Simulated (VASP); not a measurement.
# AlN (P6_3/mmc) in VASP: settings compared, part 2 of 2

VASP 6.6.1. The steps go on from the part before.

## 4. Density of states, PBE0

The input, POSCAR:

```
AlN
1.0
    3.3121157418      0.0000000000      0.0000000000
   -1.6560578709      2.8683763727      0.0000000000
    0.0000000000      0.0000000000      4.1875630000
Al N
2 2
Cartesian
    1.6560578711      0.9561254575      1.0468907500
   -0.0000000002      1.9122509152      3.1406722500
    1.6560578711      0.9561254575      3.1406722500
   -0.0000000002      1.9122509152      1.0468907500
```

The input, INCAR.step1:

```
SYSTEM = AlN
PREC = Accurate
ENCUT = 500
EDIFF = 1E-5
ISMEAR = -1
SIGMA = 0.05
LREAL = .FALSE.
LASPH = .TRUE.
NELM = 60
ALGO = Normal
ISIF = 2
LWAVE = .TRUE.
LCHARG = .FALSE.
NBANDS = 16
GGA = PE
```

The input, INCAR.step2:

```
SYSTEM = AlN
PREC = Accurate
ENCUT = 500
EDIFF = 1E-6
ISMEAR = -5
SIGMA = 0.05
LREAL = .FALSE.
LASPH = .TRUE.
NELM = 60
ALGO = Normal
ISIF = 2
LWAVE = .FALSE.
LCHARG = .FALSE.
GGA = PE
LHFCALC = .TRUE.
AEXX = 0.25
PRECFOCK = Fast
HFRCUT = -1
LORBIT = 11
NBANDS = 16
ISTART = 1
NEDOS = 1001
```

The input, KPOINTS:

```
Automatic mesh
0
G
  5 5 4
  0 0 0
```

Potentials or basis: VASP PAW PBE potentials, release 54 (Al, N).

The run is started by

```sh
$ cat potpaw_PBE.54/Al/POTCAR potpaw_PBE.54/N/POTCAR > POTCAR
$ cp INCAR.step1 INCAR
$ mpirun -np 1 vasp_std > vasp.out
$ cp INCAR.step2 INCAR
$ mpirun -np 1 vasp_std > vasp.out
```

Wall time 3.3 min (1 thread of Intel Xeon Platinum 8488C (Sapphire Rapids), shared host); peak memory 0.15 GiB.

The run converged. Its results:

```yaml
Free_energy: -36.2511 eV
Pressure: -5.9 GPa
Band_gap_on_the_k_mesh: 5.24 eV, direct
Valence_electrons_inside_the_program's_atomic_spheres: Al 0.81; N 3.87
```

Stress tensor (GPa, compression positive):
```
-6.08  0.00  0.00
 0.00 -6.08  0.00
 0.00  0.00 -5.61
```

Levels at points of the mesh, in eV from the valence-band top:
```csv
k point,band 5,band 6,band 7,band 8,band 9,band 10,band 11,band 12
"(0.00, 0.00, 0.00)",-3.56,-1.74,-1.74,0.00,5.24,6.48,10.48,10.48
"(0.00, 0.00, 0.50)",-2.70,-2.70,-2.70,-2.70,7.78,7.78,10.64,10.64
```

States per cell in windows of 1 eV (zero at the valence-band top; states under -8 eV left out):
```csv
from (eV),total,N3_p,N4_p,Al1_p,Al2_p,Al1_s,Al2_s
-8.0,1.35,0.21,0.21,0.03,0.03,0.10,0.10
-7.0,1.46,0.24,0.24,0.04,0.04,0.08,0.08
-6.0,1.32,0.25,0.25,0.05,0.05,0.05,0.05
-5.0,1.72,0.36,0.36,0.07,0.07,0.04,0.04
-4.0,2.10,0.48,0.48,0.08,0.08,0.03,0.03
-3.0,1.61,0.42,0.42,0.05,0.05,0.00,0.00
-2.0,2.27,0.63,0.63,0.04,0.04,0.00,0.00
-1.0,0.17,0.05,0.05,0.00,0.00,0.00,0.00
0.0,0.00,0.00,0.00,0.00,0.00,0.00,0.00
1.0,0.00,0.00,0.00,0.00,0.00,0.00,0.00
2.0,0.00,0.00,0.00,0.00,0.00,0.00,0.00
3.0,0.00,0.00,0.00,0.00,0.00,0.00,0.00
4.0,0.00,0.00,0.00,0.00,0.00,0.00,0.00
5.0,0.01,0.00,0.00,0.00,0.00,0.00,0.00
6.0,0.66,0.04,0.04,0.02,0.02,0.03,0.03
7.0,2.10,0.12,0.12,0.07,0.07,0.09,0.09
```

Caveat: the k mesh is coarse (spacing up to 0.44 Å⁻¹), so the values aren't converged, least of all with exact exchange; the PAW data sets were made with another functional, which shifts forces and pressure a little.

## 5. Dielectric tensor, BLYP+D4 (volume scaled by 1.04)

The input, INCAR:

```
SYSTEM = AlN
PREC = Accurate
ENCUT = 900
EDIFF = 1E-8
ISMEAR = -5
SIGMA = 0.05
LREAL = .False.
LASPH = .True.
NELM = 80
ALGO = Normal
ISIF = 2
LWAVE = .False.
LCHARG = .False.
GGA = B5
ALDAX = 1.0
AGGAX = 1.0
AGGAC = 1.0
ALDAC = 0.0
IVDW = 13
VDW_S6 = 1.0
VDW_S8 = 2.34076671
VDW_A1 = 0.44488865
VDW_A2 = 4.0933009
LEPSILON = .True.
```

The input, AlN.cif:

```cif
data_AlN
_cell_length_a 3.35570121
_cell_length_b 3.35570121
_cell_length_c 4.24266883
_cell_angle_alpha 90.00000000
_cell_angle_beta 90.00000000
_cell_angle_gamma 120.00000000
_space_group_name_H-M_alt 'P6_3/mmc'
_space_group_name_Hall '-P 6c 2c'
_space_group_IT_number 194
loop_
_space_group_symop_operation_xyz
'x,y,z'
'-x,-y,-z'
'x-y,x,z+1/2'
'-x+y,-x,-z+1/2'
'-y,x-y,z'
'y,-x+y,-z'
'-x,-y,z+1/2'
'x,y,-z+1/2'
'-x+y,-x,z'
'x-y,x,-z'
'y,-x+y,z+1/2'
'-y,x-y,-z+1/2'
'-y,-x,-z+1/2'
'y,x,z+1/2'
'-x,-x+y,-z'
'x,x-y,z'
'-x+y,y,-z+1/2'
'x-y,-y,z+1/2'
'y,x,-z'
'-y,-x,z'
'x,x-y,-z+1/2'
'-x,-x+y,z+1/2'
'x-y,-y,-z'
'-x+y,y,z'
loop_
_atom_site_label
_atom_site_type_symbol
_atom_site_symmetry_multiplicity
_atom_site_Wyckoff_symbol
_atom_site_fract_x
_atom_site_fract_y
_atom_site_fract_z
_atom_site_occupancy
Al1 Al 2 d 0.6666666667 0.3333333333 0.2500000000 1
N1 N 2 c 0.6666666667 0.3333333333 0.7500000000 1
```

The input, KPOINTS:

```
regular mesh
0
Gamma
  9 9 6
  0 0 0
```

The input, POSCAR:

```
Al N 
 1.0000000000000000
     3.3557012099999999    0.0000000000000000    0.0000000000000000
    -1.6778506049999993    2.9061224953701794    0.0000000000000000
     0.0000000000000000    0.0000000000000000    4.2426688300000004
 Al  N  
   2   2
Cartesian
  1.6778506051677851  0.9687074983598557  1.0606672075000001
 -0.0000000001677846  1.9374149970103238  3.1820016225000005
  1.6778506051677851  0.9687074983598557  3.1820016225000005
 -0.0000000001677846  1.9374149970103238  1.0606672075000001
```

Potentials or basis: VASP PAW PBE potentials, release 64 (Al, N_h).

The run is started by

```sh
$ ase convert -i cif -o vasp AlN.cif POSCAR
$ cat potpaw_PBE.64/Al/POTCAR potpaw_PBE.64/N_h/POTCAR > POTCAR
$ mpirun -np 1 vasp_std > vasp.out
```

OUTCAR:

```text
SYSTEM = AlN
   PREC = Accurate
   ENCUT = 900
   EDIFF = 1E-8
   ISMEAR = -5
   LREAL = .False.
   LASPH = .True.
   NELM = 80
   ISIF = 2
   GGA = B5
   IVDW = 13
   LEPSILON = .True.

 ion  position               nearest neighbor table
   1  0.667  0.333  0.250-   4 1.94   4 1.94   4 1.94   3 2.12   3 2.12   2 2.87   2 2.87   2 2.87
                             2 2.87   2 2.87   2 2.87
   2  0.333  0.667  0.750-   3 1.94   3 1.94   3 1.94   4 2.12   4 2.12   1 2.87   1 2.87   1 2.87
                             1 2.87   1 2.87   1 2.87
   3  0.667  0.333  0.750-   2 1.94   2 1.94   2 1.94   1 2.12   1 2.12
   4  0.333  0.667  0.250-   1 1.94   1 1.94   1 1.94   2 2.12   2 2.12

  LATTYP: Found a hexagonal cell.
 ALAT       =     3.3557012100
 C/A-ratio  =     1.2643166255

  Lattice vectors:

 A1 = (   3.3557012100,   0.0000000000,   0.0000000000)
 A2 = (  -1.6778506050,   2.9061224954,   0.0000000000)
 A3 = (   0.0000000000,   0.0000000000,   4.2426688300)

Analysis of symmetry for initial positions (statically):
=====================================================================
 Subroutine PRICEL returns:
 Original cell was already a primitive cell.

 Routine SETGRP: Setting up the symmetry group for a
 hexagonal supercell.

[... 610 lines left out ...]

  DFT-D4 for vdW energy calculation

  Edisp (eV):   -2.31756

 PIEZOELECTRIC TENSOR FIELD DIRECTION 3  (e Angst)
 -----------------------------------------------------------------------------
     0.00108 -0.00000  0.00000           (  0.00001  0.00000  0.00000)
     0.00000  0.00108 -0.00000           (  0.00000  0.00001 -0.00000)
     0.00000  0.00000 -0.00244           (  0.00000 -0.00000 -0.00001)

 PIEZOELECTRIC TENSOR FIELD DIRECTION 3  (C/m^2)
 -----------------------------------------------------------------------------
     0.00042 -0.00000  0.00000
     0.00000  0.00042 -0.00000
     0.00000  0.00000 -0.00094

 MACROSCOPIC STATIC DIELECTRIC TENSOR (including local field effects in DFT)
 ------------------------------------------------------
           4.415739     0.000000     0.000000
           0.000000     4.415739    -0.000000
           0.000000     0.000000     4.891884
 ------------------------------------------------------

 PIEZOELECTRIC TENSOR (including local field effects)  for field in x, y, z        (e  Angst)
          XX          YY          ZZ          XY          YZ          ZX
  --------------------------------------------------------------------------------
  x     0.00000     0.00000     0.00000     0.00000     0.00000     0.00000
  y     0.00000     0.00000     0.00000     0.00000     0.00000     0.00000
  z     0.00000     0.00000     0.00000     0.00000     0.00000     0.00000

 PIEZOELECTRIC TENSOR (including local field effects)  for field in x, y, z        (C/m^2)
          XX          YY          ZZ          XY          YZ          ZX
  --------------------------------------------------------------------------------
  x     0.00000     0.00000     0.00000     0.00000     0.00000     0.00000
  y     0.00000     0.00000     0.00000     0.00000     0.00000     0.00000
  z     0.00000     0.00000     0.00000     0.00000     0.00000     0.00000

 BORN EFFECTIVE CHARGES (including local field effects) (in |e|, cummulative output)
 ---------------------------------------------------------------------------------
 ion    1
    1     2.54410     0.00000     0.00000
    2     0.00000     2.54410     0.00000
    3     0.00000     0.00000     3.20547
 ion    2
    1     2.54410     0.00000     0.00000
    2     0.00000     2.54410     0.00000
    3     0.00000    -0.00000     3.20547
 ion    3
    1    -2.54410    -0.00000     0.00000
    2    -0.00000    -2.54410     0.00000
    3     0.00000     0.00000    -3.20547
 ion    4
    1    -2.54410    -0.00000     0.00000
    2    -0.00000    -2.54410     0.00000
    3     0.00000     0.00000    -3.20547
```

Wall time 11 min (1 thread of Intel Xeon Platinum 8488C (Sapphire Rapids), shared host); peak memory 0.47 GiB.

Results:

| Property | Result |
| --- | --- |
| Band gap on the k mesh | 3.26 eV, direct |
| Electronic dielectric tensor (diagonal) | 4.42, 4.42, 4.89 |
| Born charges (mean of the diagonal) | Al +2.76; N -2.76 e |
| Dispersion energy per atom | -0.579 eV |

Electronic dielectric tensor:
```
4.42 0.00 0.00
0.00 4.42 0.00
0.00 0.00 4.89
```

Born effective charge tensors (e):
atom 1, Al
```
2.54 0.00 0.00
0.00 2.54 0.00
0.00 0.00 3.21
```
atom 2, Al
```
2.54 0.00 0.00
0.00 2.54 0.00
0.00 0.00 3.21
```
atom 3, N
```
-2.54  0.00  0.00
 0.00 -2.54  0.00
 0.00  0.00 -3.21
```
atom 4, N
```
-2.54  0.00  0.00
 0.00 -2.54  0.00
 0.00  0.00 -3.21
```

Caveat: the cutoff is under 1.25 times the usual one of these potentials, so pressure, stress and relaxed cells hold a basis-set (Pulay) error; the PAW data sets were made with another functional, which shifts forces and pressure a little.

## 6. For comparison

An earlier run on the cell as given: functional PBE; potentials or basis VASP PAW PBE potentials, release 64 (Al, N); cutoff 520 eV; k mesh 9 × 9 × 7; occupations fermi-dirac, width 0.05 eV; no spin polarisation.

* Pressure: 0.0 GPa
* Band gap on the k mesh: 3.27 eV, direct

## 7. Summary

| task | level | potentials or basis | cell | k mesh | cutoff (eV) | smearing | grid for exact exchange (PRECFOCK) | exchange at q = 0 | other keys | mesh quality | gap on the mesh (eV) | pressure (GPa) |
| --- | --- | --- | --- | --- | --- | --- | --- | --- | --- | --- | --- | --- |
| Born charges and dielectric tensor | LDA | VASP PAW LDA potentials, release 64 (Al, N_s) | as given | 9 × 9 × 7 | 400 | gaussian 0.05 eV | - | - | - | not flagged | 3.29 | - |
| density of states | PBE+MBD-FI | VASP PAW PBE potentials, release 64 (Al, N) | atoms moved at random, drawn with an rms of 0.05 Å | 11 × 11 × 9 | 500 | fermi-dirac 0.1 eV | - | - | k = 11 × 11 × 9; NBANDS = 10 | not flagged | 3.26 | -3.7 |
| density of states | PBE0 | VASP PAW PBE potentials, release 54 (Al, N) | as given | 5 × 5 × 4 | 500 | tetrahedron | Fast | truncated | - | coarse | 5.24 | -5.9 |
| dielectric tensor | BLYP+D4 | VASP PAW PBE potentials, release 64 (Al, N_h) | volume scaled by 1.04 | 9 × 9 × 6 | 900 | tetrahedron | - | - | - | not flagged | 3.26 | - |
| single point | PBE | VASP PAW PBE potentials, release 64 (Al, N) | as given | 9 × 9 × 7 | 520 | fermi-dirac 0.05 eV | - | - | - | not flagged | 3.27 | 0.0 |

Alike in all rows: no spin polarisation.

Caveats: some runs use coarse meshes; an odd mesh through Γ misses points on the zone boundary, where band edges often lie (some runs); the PAW data sets were made with another functional, which shifts forces and pressure a little (some runs); the cutoff is under 1.25 times the usual one of these potentials, so pressure, stress and relaxed cells hold a basis-set (Pulay) error (some runs).

Total energies depend on the potentials used, so only differences within one code and one set of settings carry meaning.
